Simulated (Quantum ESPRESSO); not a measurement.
# CdSe (Cadmoselite) under changes of volume

One of the cells (28.102 Å³/atom); the others are scaled copies at fixed shape and fractional positions:

```xyz
4
Lattice="4.3000 0.0000 0.0000 -2.1500 3.7239 0.0000 0.0000 0.0000 7.0200" Properties=species:S:1:pos:R:3 pbc="T T T"
Cd    2.1500    1.2413    3.5100
Cd    0.0000    2.4826    0.0000
Se    2.1500    1.2413    6.2127
Se    0.0000    2.4826    2.7027
```

* Program: Quantum ESPRESSO 7.5
* Functional: PBEsol
* Potentials or basis: GBRV 1.5 PBEsol
* Cutoff: 612 eV
* Density cutoff: 4898 eV
* k mesh: 7 × 7 × 4
* Occupations: fermi-dirac, width 0.05 eV
* Spin: no spin polarisation

```tsv
volume (Å³/atom)	energy over the lowest point (meV/atom)	pressure (GPa)	gap on the mesh (eV)
26.416	?	?	?
26.978	10.92	2.8	0.63
27.540	3.35	1.5	0.59
28.102	0.00	0.4	0.55
28.665	0.41	-0.6	0.51
29.227	4.18	-1.5	0.47
29.789	10.94	-2.3	0.44
```

What does the run at 26.416 Å³/atom give?

Energy over the lowest point 23.20 meV/atom; pressure 4.2 GPa; gap on the mesh 0.67 eV.

Worked out: A Birch-Murnaghan fit of order 3 (a polynomial in V^(-2/3)) to the other rows has its minimum at 28.32 Å³/atom with B0 = V·E''(V) = 52 GPa and B' = 4.8 at fixed shape and positions, which overstates the stiffness. It gives 23.22 meV/atom at 26.416 Å³/atom, against the run's 23.20, and -dE/dV = 4.2 GPa, against 4.2. A straight line through the other rows of the gap, of slope -1.95 eV per unit of ln V (its deformation potential), extrapolates to 0.67 eV, against the run's 0.67.

Energies are extrapolated to zero smearing.

Spin-orbit coupling on Cd, Se is left out.
